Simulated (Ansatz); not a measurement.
These are results of Ansatz 0.2.0, DFT PBE, scalar-relativistic, plane waves, PAW, not measurements. All cells share a 420 eV cutoff and Γ-centred k meshes spaced at most about 0.3 Å⁻¹ (about 0.25 or finer for metals, 2π included). Collinear spin in cells that started with moments and kept them past the coarse steps, no spin elsewhere.

All energies are static (0 K, no zero-point motion).

Two forms of Fe₂Pt₃ were relaxed alike.

A. (site moments Fe 3.0 (×2); Pt 0.3, 0.4 (×2) μB)

Space group C2/m (No. 12). a = 8.587 Å, b = 3.879 Å, c = 5.997 Å, α = 90.00°, β = 133.67°, γ = 90.00°
```
atom  site  symmetry       x       y       z
  Fe    4i         m  0.9078  0.5000  0.7086
  Pt    2c       2/m  0.0000  0.0000  0.5000
  Pt    4i         m  0.2994  0.5000  0.8850
```

B. (site moments Fe 3.1 (×2); Pt 0.2, 0.3 (×2) μB)

Space group R-3m:H (No. 166). a = 4.376 Å, b = 4.376 Å, c = 13.319 Å, α = 90.00°, β = 90.00°, γ = 120.00°
```
atom  site  symmetry       x       y       z
  Fe    6c        3m  0.3333  0.6667  0.8676
  Pt    3a       -3m  0.0000  0.0000  0.0000
  Pt    6c        3m  0.6667  0.3333  0.7333
```

Problem. Which is lower in energy, and by how much?

Solution. A is lower, by 163 meV/atom. A has Fe and Pt ordered on fcc sites, space group C2/m (No. 12), 14.4 Å³/atom and no gap on its mesh; B has Fe and Pt ordered on bcc sites, space group R-3m (No. 166), 14.7 Å³/atom and no gap. Counting all near atoms (those within 1.25 times the shortest distance at each site; a plus sign parts nearer from farther groups), A has Fe 12, Pt 12 and B has Fe 8+6, Pt 8+6. In A, Fe is surrounded by 1 Fe at 2.66 Å, 9 Pt at 2.66–2.79 Å and 2 Fe at 2.83 Å; Pt on a site of symmetry 2/m has 6 Fe at 2.71–2.79 Å and 6 Pt at 2.74–2.79 Å; Pt on a site of symmetry m is surrounded by 6 Fe at 2.66–2.75 Å and 6 Pt at 2.69–2.83 Å. In B, Fe has 5 Pt at 2.65–2.68 Å, 3 Fe at 2.69 Å and 6 Pt at 3.08–3.10 Å; around Pt on a site of symmetry -3m lie 2 Fe at 2.68 Å, 6 Pt at 2.68 Å and 6 Fe at 3.08 Å; Pt on a site of symmetry 3m is surrounded by 4 Fe at 2.65–2.67 Å, 4 Pt at 2.66–2.68 Å, 3 Pt at 3.09 Å and 3 Fe at 3.10 Å. Both come from invented guesses.

These runs have no spin–orbit coupling, which can matter for Pt. Another magnetic order may lie lower. Cells relaxed within their symmetry can be saddle points. The C2/m cell of Fe2Pt3 came from shaking the R-3m one.
